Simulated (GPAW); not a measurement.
# GaAs (F-43m) in GPAW: further runs

The runs below take GaAs through equation of state, band structure, wannier90, with PBEsol+D4, LDA, TPSS.

Everything below comes from runs of GPAW 26.7.0. Logs are shortened: lines on timing, memory, paths and dates and some standing lists are left out, and cuts for length are marked. The log counts tension as positive stress, the text compression.

**Experimental background.**

From “Evidence of valence band perturbations in GaAsN/GaAs(001): A combined variable-angle spectroscopic ellipsometry and modulated photoreflectance investigation”, 2008, arxiv:0805.2212, for a bulk crystal of GaAs at 300 K: band gap 1.412 ± 0.01 eV (direct).

The results are compared with them further down.

### 1 The structure

The structure is cubic, space group F-43m (No. 216). The conventional cell has a = 5.654 Å, b = 5.654 Å, c = 5.654 Å, α = 90.00°, β = 90.00°, γ = 90.00°. Around As (site symmetry -43m) lie 4 Ga at 2.45 Å. Ga (site symmetry -43m) has 4 As at 2.45 Å as nearest neighbours.

### 2 Equation of state, PBEsol+D4

run.py reads:

```python
from ase import Atoms
from ase.calculators.mixing import SumCalculator
from ase.eos import EquationOfState
from ase.io import Trajectory
from ase.units import GPa
from dftd4.ase import DFTD4
from gpaw import GPAW, PW, setup_paths

setup_paths.insert(0, '.')

atoms = Atoms(['As', 'Ga'],
              cell=[[0.0, 2.82685, 2.82685],
                    [2.82685, 0.0, 2.82685],
                    [2.82685, 2.82685, 0.0]],
              scaled_positions=[[0.75, 0.75, 0.75],
                                [0.0, 0.0, 0.0]],
              pbc=True)

traj = Trajectory('eos.traj', 'w')
volumes, energies = [], []
for x in [0.94, 0.96, 0.98, 1.0, 1.02, 1.04, 1.06]:
    a = atoms.copy()
    a.set_cell(atoms.cell * x**(1 / 3), scale_atoms=True)
    calc = GPAW(mode=PW(600),
                xc='PBEsol',
                kpts={'size': (8, 8, 8), 'gamma': True},
                occupations={'name': 'fermi-dirac', 'width': 0.05},
                nbands=11,
                convergence={'density': 1e-05, 'energy': 1e-05},
                maxiter=150,
                txt=f'eos-{x:.2f}.txt')
    a.calc = SumCalculator([calc, DFTD4(method='pbesol')])
    energies.append(a.get_potential_energy())
    volumes.append(a.get_volume())
    p = -a.get_stress()[:3].mean() / GPa
    calc.write(f'eos-{x:.2f}.gpw')
    traj.write(a)
    print(f'{x:.2f} {volumes[-1]:10.4f} A^3 {energies[-1]:14.6f} eV {p:9.3f} GPa', flush=True)

v0, e0, B = EquationOfState(volumes, energies, eos='birchmurnaghan').fit()
print(f'V0 = {v0:.4f} A^3, E0 = {e0:.6f} eV, B0 = {B / GPa:.2f} GPa')
```

Potentials or basis: PAW data sets generated in the run's folder for this functional, pw.

The run is started by

```sh
$ gpaw-setup -f PBEsol As Ga
$ OMP_NUM_THREADS=1 python run.py
```

What it wrote:

```text
__  _  _
 | _ |_)|_||  |
 |__||  | ||/\| - 26.7.0

Input parameters:
  mode=PW(ecut=600.0),
  convergence={'density': 1e-05, 'energy': 1e-05},
  kpts=MonkhorstPack(size=(8, 8, 8), gamma=True),
  maxiter=150,
  nbands=11,
  occupations=Occupations(name='fermi-dirac', width=0.05),
  xc=XC(name='PBEsol')

Diagonalizing LCAO Hamiltonian
Converting LCAO to pw mode

                    As

       Ga

Atoms  # Å, Bohr magnetons
|   | symbol |        x |        y |        z |    initial magnetic moments |
|---|--------|----------|----------|----------|-----------------------------|
| 0 |     As | 4.182967 | 4.182967 | 4.182967 | ( 0.0000,  0.0000,  0.0000) |
| 1 |     Ga | 0.000000 | 0.000000 | 0.000000 | ( 0.0000,  0.0000,  0.0000) |

Unit cell  # Å
| periodic |        x |        y |        z |  lengths |    angles |
|----------|----------|----------|----------|----------|-----------|
|      yes | 0.000000 | 2.788645 | 2.788645 | 3.943739 | 60.000000 |
|      yes | 2.788645 | 0.000000 | 2.788645 | 3.943739 | 60.000000 |
|      yes | 2.788645 | 2.788645 | 0.000000 | 3.943739 | 60.000000 |

Number of symmetries: 24
Symmetry operations  # r_c * U_cc + t_c -> r_c
|    | kind |            matrix            |
|----|------|------------------------------|
|  0 |  E   |  1, 0, 0,  0, 1, 0,  0, 0, 1 |
|  1 |  σ   |  1, 0, 0,  0, 0, 1,  0, 1, 0 |
|  2 |  σ   |  1, 0,-1,  0, 1,-1,  0, 0,-1 |
|  3 |  C3  |  1, 0,-1,  0, 0,-1,  0, 1,-1 |
|  4 |  C3  |  1,-1, 0,  0,-1, 1,  0,-1, 0 |
|  5 |  σ   |  1,-1, 0,  0,-1, 0,  0,-1, 1 |
|  6 |  σ   |  0, 1, 0,  1, 0, 0,  0, 0, 1 |
|  7 |  C3  |  0, 1, 0,  0, 0, 1,  1, 0, 0 |
|  8 |  C2  |  0, 1,-1,  1, 0,-1,  0, 0,-1 |
|  9 |  S4  |  0, 1,-1,  0, 0,-1,  1, 0,-1 |
| 10 |  C3  |  0, 0, 1,  1, 0, 0,  0, 1, 0 |
| 11 |  σ   |  0, 0, 1,  0, 1, 0,  1, 0, 0 |
| 12 |  S4  |  0, 0,-1,  1, 0,-1,  0, 1,-1 |
| 13 |  C3  |  0, 0,-1,  0, 1,-1,  1, 0,-1 |
| 14 |  S4  |  0,-1, 1,  1,-1, 0,  0,-1, 0 |
| 15 |  C2  |  0,-1, 1,  0,-1, 0,  1,-1, 0 |
| 16 |  C3  |  0,-1, 0,  1,-1, 0,  0,-1, 1 |
| 17 |  S4  |  0,-1, 0,  0,-1, 1,  1,-1, 0 |
| 18 |  S4  | -1, 1, 0, -1, 0, 1, -1, 0, 0 |
| 19 |  C3  | -1, 1, 0, -1, 0, 0, -1, 0, 1 |
| 20 |  C3  | -1, 0, 1, -1, 1, 0, -1, 0, 0 |
| 21 |  S4  | -1, 0, 1, -1, 0, 0, -1, 1, 0 |
| 22 |  σ   | -1, 0, 0, -1, 1, 0, -1, 0, 1 |
| 23 |  C2  | -1, 0, 0, -1, 0, 1, -1, 1, 0 |

BZ-sampling:
  Number of BZ points: 512
  Number of IBZ points: 29

  Monkhorst-Pack size: [8, 8, 8]
  Monkhorst-Pack shift: [0.0625, 0.0625, 0.0625]

K-points  # in reciprocal-cell coordinates
|     |                                coordinates |     weight |
|-----|--------------------------------------------|------------|
|   0 | (  0.00000000,   0.00000000,   0.00000000) | 0.00195312 |
|   1 | (  0.12500000,   0.12500000,   0.00000000) | 0.01171875 |
|   2 | (  0.12500000,   0.12500000,   0.12500000) | 0.01562500 |
|   3 | (  0.25000000,   0.12500000,   0.12500000) | 0.02343750 |
|   4 | (  0.25000000,   0.25000000,   0.00000000) | 0.01171875 |
|   5 | (  0.25000000,   0.25000000,   0.12500000) | 0.04687500 |
|   6 | (  0.25000000,   0.25000000,   0.25000000) | 0.01562500 |
|   7 | (  0.37500000,   0.25000000,  -0.37500000) | 0.04687500 |
|   8 | (  0.37500000,   0.25000000,   0.12500000) | 0.04687500 |
|   9 | (  0.37500000,   0.25000000,   0.25000000) | 0.04687500 |
| ... |                                            |            |
|  28 | (  0.50000000,   0.50000000,   0.50000000) | 0.00781250 |

Plane wave coefficients: 1459
Cutoff: 600.0 eV

Spin-components: 1 (collinear spins)
Bands:           11
Projectors:      10
Spin-degeneracy: 2
Datatype:        complex128

Parallelization:
  kpt:    1
  domain: 1
  band:   1

Density:
  Valence electrons: 8.0
  Components: 1
  Grid points: [24 24 24]
  Charge: 0.0  # |e|

Potential:
  Grid points: [24 24 24]

species:
  As:
    name:    Arsenic
    Z:       33.0
    valence: 5
    core:    28
    charge:  0.0  # [|e|]
    compensation charges:
      type: gauss
      rc: 0.33  # [Å]
      lmax: 2
    cutoffs:
      filter: 1.87  # [Å]
      core: 2.96  # [Å]
    projectors
    | kind |    occ | energy [eV] | rcut [Å] |
    |------|--------|-------------|----------|
    |   4s |  2.000 |     -14.495 |    1.058 |
    |   4p |  3.000 |      -5.197 |    1.058 |
    |    s |        |      12.716 |    1.058 |
    |    p |        |      22.014 |    1.058 |
    |    d |        |       0.000 |    1.058 |

    Using partial waves for As as LCAO basis

  Ga:
    name:    Gallium
    Z:       31.0
    valence: 3
    core:    28
    charge:  0.0  # [|e|]
    compensation charges:
      type: gauss
      rc: 0.37  # [Å]
      lmax: 2
    cutoffs:
      filter: 2.06  # [Å]
      core: 4.17  # [Å]
    projectors
    | kind |    occ | energy [eV] | rcut [Å] |
    |------|--------|-------------|----------|
    |   4s |  2.000 |      -8.959 |    1.164 |
    |   4p |  1.000 |      -2.572 |    1.164 |
    |    s |        |      18.252 |    1.164 |
    |    p |        |      24.640 |    1.164 |
    |    d |        |       0.000 |    1.164 |

    Using partial waves for Ga as LCAO basis

Reference energy: -114303.878473  # eV

eigensolver:
  PPCG
  Converge bands: occupied
  niter=2

density mixing:
  MSR1-Mixer
  Pratt-step length: 0.05
  Maximum mixing coefficient: 0.75
  Old densities: 10
  SVD Regularization: 0.005
  Good broyden scale: 1.0
  Trust region scale: 1.0
  Backstep threshold: 4.0
  History deletion threshold: 6.0
  Fourier metric: weight=20.0, sigma=0.015

occupation numbers:
  Fermi-Dirac:
    width: 0.0500  # eV

poisson solver:
  ecut: 4800.0  # eV

xc functional:
  name: PBEsol with 2 nearest neighbor stencil

convergence criteria:
- Maximum integral of absolute [dens]ity change: 1e-05 electrons / valence electron
- Maximum [total energy] change in last 3 cyles: 1e-05 eV / valence electron
- Maximum integral of absolute [eigenst]ate change: 4e-08 eV^2 / valence electron
maximum number of iterations: 150

SCF iterations
|iter     | |      energy | eigst |  dens |
|---------|-|-------------|-------|-------|
|iter:   1| |   -9.124971 | -0.65 |       |
|iter:   2| |   -9.106575 | -3.06 | -0.90 |
|iter:   3| |   -9.017625 | -2.24 | -0.93 |
|iter:   4| |   -9.017880 | -3.63 | -1.55 |
|iter:   5| |   -9.018018 | -4.75 | -2.08 |
|iter:   6| |   -9.018028 | -6.04 | -2.84 |
|iter:   7| |   -9.018028c| -7.48c| -3.58 |
|iter:   8| |   -9.018028c| -7.53c| -4.10 |
|iter:   9| |   -9.018028c| -8.62c| -5.51c|

Converged in 9 steps
Energy contributions relative to reference atoms: (reference = -114303.878473)

Energy contributions:
  Kinetic:          31.336653
  Coulomb:         -27.581022
  Zero:              0.013481
  External:          0.000000
  Xc:              -12.787140
  Entropy:          -0.000002
  Spinorbit:         0.000000
  ----------------------------
  Free energy:      -9.018029
  Extrapolated:     -9.018028

dipole moment: (-10.711807, -10.711807, -10.711807)  # |e|*Ang

Fermi level: 5.666
Eigenvalues  # (at kpt = [0.000, 0.000, 0.000])
| band index |      eig [eV] | occ [0-2] |
|------------|---------------|-----------|
|          0 |        -7.800 |     2.000 |
|          1 |         5.223 |     2.000 |
|          2 |         5.223 |     2.000 |
|          3 |         5.223 |     2.000 |
|          4 |         6.052 |     0.001 |
|          5 |         8.972 |     0.000 |
|          6 |         8.972 |     0.000 |
|          7 |         8.972 |     0.000 |
|          8 |        12.828 |     0.000 |
|          9 |        15.397 |     0.000 |
|         10 |        15.398 |     0.000 |

Gap: 0.830 eV
Transition (v -> c):
  (s=0, k=0, n=3, [0.00, 0.00, 0.00]) -> (s=0, k=0, n=4, [0.00, 0.00, 0.00])
No difference between direct/indirect transitions

Stress tensor  # eV/Ang^3
|         x |         y |         z |
|-----------|-----------|-----------|
| -0.029702 |  0.000000 |  0.000000 |
|  0.000000 | -0.029702 | -0.000000 |
|  0.000000 | -0.000000 | -0.029702 |

# Writing to eos-0.96.gpw (mode='')
```

Run time: 77 s. Hardware: 1 thread of Arm Neoverse V1, shared host; peak memory 0.21 GiB.

What came out:

```yaml
Equilibrium_volume: 22.51 Å³/atom
Bulk_modulus: 75 GPa
Pressure_derivative_of_the_bulk_modulus: 4.8
```

Energy against volume, from the lowest point:
```tsv
volume (Å³/atom)	energy (meV/atom)
21.234	18.85
21.686	7.50
22.138	1.41
22.590	0.00
23.041	2.80
23.493	9.30
23.945	19.08
```

### 3 Band structure, LDA, spin-orbit coupling, no magnetisation

run.py reads:

```python
import numpy as np
from ase.dft.bandgap import bandgap
from ase.io import read, write
from ase.units import GPa
from gpaw import GPAW, PW
from gpaw.spinorbit import soc_eigenstates

atoms = read('GaAs.cif')

calc = GPAW(mode=PW(600),
            xc='LDA',
            kpts={'size': (8, 8, 8), 'gamma': True},
            occupations={'name': 'fermi-dirac', 'width': 0.05},
            nbands=11,
            convergence={'density': 1e-05, 'energy': 1e-05},
            maxiter=150,
            txt='gpaw.txt')
atoms.calc = calc
energy = atoms.get_potential_energy()
forces = atoms.get_forces()
stress = atoms.get_stress()
calc.write('gs.gpw')
write('result.traj', atoms)
print(f'Energy: {energy:.6f} eV')
print('Forces (eV/A):')
print(forces.round(4))
print('Stress (GPa):', (stress / GPa).round(3))
print('Fermi level:', round(calc.get_fermi_level(), 4), 'eV')
print(f'Gap: {bandgap(calc)[0]:.4f} eV, direct: {bandgap(calc, direct=True)[0]:.4f} eV')

path = atoms.cell.bandpath('GXWKGLUWLK,UX', npoints=100, eps=1e-4)
bs_calc = calc.fixed_density(kpts=path, symmetry='off', nbands=21,
                             convergence={'bands': 'CBM+6.0', 'eigenstates': 1e-6}, txt='bands.txt')
bs = bs_calc.band_structure()
bs.write('bs.json')
print(f'Gap on the path: {bandgap(bs_calc)[0]:.4f} eV')

soc = soc_eigenstates(bs_calc, theta=90, phi=0)
np.savetxt('soc_bands.dat', soc.eigenvalues(), fmt='%.4f')
mesh = soc_eigenstates('gs.gpw', theta=90, phi=0)
np.savetxt('soc_mesh.dat', mesh.eigenvalues(), fmt='%.4f')
print('Fermi level with spin-orbit coupling:', round(mesh.fermi_level, 4), 'eV')
```

GaAs.cif reads:

```cif
data_GaAs
_cell_length_a 3.99776961
_cell_length_b 3.99776961
_cell_length_c 3.99776961
_cell_angle_alpha 60.00000000
_cell_angle_beta 60.00000000
_cell_angle_gamma 60.00000000
_space_group_name_H-M_alt 'P1'
_space_group_name_Hall 'P 1'
_space_group_IT_number 1
loop_
_space_group_symop_operation_xyz
'x,y,z'
loop_
_atom_site_label
_atom_site_type_symbol
_atom_site_symmetry_multiplicity
_atom_site_Wyckoff_symbol
_atom_site_fract_x
_atom_site_fract_y
_atom_site_fract_z
_atom_site_occupancy
As1 As 1 a 0.7500000000 0.7500000000 0.7500000000 1
Ga1 Ga 1 a 0.0000000000 0.0000000000 0.0000000000 1
```

Potentials or basis: the program's PAW data sets (release 1.2.1) made for this functional, pw.

The run is started by

```sh
$ OMP_NUM_THREADS=1 python run.py
```

It took 34 s on 1 thread of Arm Neoverse V1, shared host; peak memory 0.27 GiB.

Results (log left out):

| Property | Result |
| --- | --- |
| Free energy | -9.6099 eV |
| Pressure | -0.9 GPa |
| Band gap on the k mesh | 0.24 eV, direct |
| Band gap along the path | 0.24 eV, direct |

Levels at the corners of the path, in eV from the valence-band top:
| point | band 4 | band 5 | band 6 | band 7 | band 8 | band 9 | band 10 | band 11 | band 12 | band 13 |
| --- | --- | --- | --- | --- | --- | --- | --- | --- | --- | --- |
| Γ | -0.37 | 0.00 | 0.00 | 0.00 | 0.00 | 0.24 | 0.24 | 3.47 | 3.47 | 3.67 |
| X | -6.97 | -2.84 | -2.84 | -2.75 | -2.75 | 1.24 | 1.24 | 1.46 | 1.46 | 9.93 |
| W | -6.75 | -3.76 | -3.63 | -3.49 | -3.45 | 4.34 | 4.54 | 4.55 | 4.59 | 5.18 |
| K | -6.76 | -4.04 | -3.98 | -2.38 | -2.37 | 1.75 | 1.76 | 4.43 | 4.50 | 7.73 |
| Γ | -0.37 | 0.00 | 0.00 | 0.00 | 0.00 | 0.24 | 0.24 | 3.47 | 3.47 | 3.67 |
| L | -6.79 | -1.37 | -1.37 | -1.15 | -1.15 | 0.77 | 0.77 | 4.46 | 4.46 | 4.55 |
| U | -6.76 | -4.04 | -3.98 | -2.38 | -2.37 | 1.75 | 1.76 | 4.43 | 4.50 | 7.73 |
| W | -6.75 | -3.76 | -3.63 | -3.49 | -3.45 | 4.34 | 4.54 | 4.55 | 4.59 | 5.18 |
| L | -6.79 | -1.37 | -1.37 | -1.15 | -1.15 | 0.77 | 0.77 | 4.46 | 4.46 | 4.55 |
| K | -6.76 | -4.04 | -3.98 | -2.38 | -2.37 | 1.75 | 1.76 | 4.43 | 4.50 | 7.73 |
| U | -6.76 | -4.04 | -3.98 | -2.38 | -2.37 | 1.75 | 1.76 | 4.43 | 4.50 | 7.73 |
| X | -6.97 | -2.84 | -2.84 | -2.75 | -2.75 | 1.24 | 1.24 | 1.46 | 1.46 | 9.93 |

Caveat: spin-orbit coupling was added after a scalar SCF, so levels and gaps hold it while energy, forces, pressure and moments don't; this program's spin-orbit splittings come out too wide for heavy elements.

(Part 1 of 2 ends here.)
